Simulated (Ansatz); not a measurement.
**Cu: energy along a strain**

Cu, Fm-3m, a = 3.615 Å (as given, not relaxed at this level: 1.8 GPa). Ansatz: PBE, PAW, 420 eV, Γ-centred 22×22×22 mesh on 1 atom, Gaussian smearing 0.15 eV; no spin polarisation. Cell vectors (Å): 0.000 1.808 1.808; 1.808 0.000 1.808; 1.808 1.808 0.000. The cell is strained by x per cent times the pattern (1 -1 0 0 0 0) in the order xx yy zz yz xz xy (engineering shears), with fractional coordinates held. y is the free energy over the start, V0 = 11.810 Å³/atom. Symmetry makes y even in x. Points with a strain past 8.5 % were computed too (4) and aren't used here.

```tsv
x (%)	y (meV/atom)
-7.50	25.37
0.00	0.00
1.87	1.59
3.75	6.36
5.62	?
```

Q: Fit y = c2 x² + c4 x⁴ to the other rows, get the stiffness along the pattern, and predict the missing energy.

A: Least squares on the rows shown. y = 0.45288 x² − 3.3068×10⁻⁵ x⁴. The clamped-ion stiffness p·C·p = 2 × 4.529 eV × 160.2 / 11.810 Å³ = 123 GPa (second derivative at the start, which stands under stress). At x = 5.62 the fit asked for gives 14.27 meV/atom. The run gave 14.45 meV/atom, so the fit is 0.18 meV/atom too low, 0.71 % of the span of the series, against an rms of 0.004 meV/atom on the fitted rows. With a term in x⁶ added, a fit to the same known rows (none to spare) predicts 14.22 meV/atom, further off still.

The energy rises almost purely quadratically, so copper stays close to harmonic along this shear. The strain stretches the neighbour contacts in one cube plane and shortens those in another, while volume is kept to first order. The cost therefore comes from redistributing bond lengths in a weakly directional metal with a filled d shell, not from compressing the electron gas. With one atom per primitive cell there is no internal coordinate to relax, so the clamped-ion stiffness is also the relaxed one.

The pattern measures twice C11 − C12, and 123 GPa is clearly stiffer than experiment gives for copper. The compressed starting cell probably accounts for part of this, since the strain reduces the volume at second order and so does work against the pressure.

The missed point lies above a curve that fits its neighbours closely, and a higher power doesn't help. This suggests a small irregularity in the energies, perhaps from Brillouin-zone sampling or a changing plane-wave basis, rather than strong anharmonicity. The sign and size of the quartic term are therefore not established.
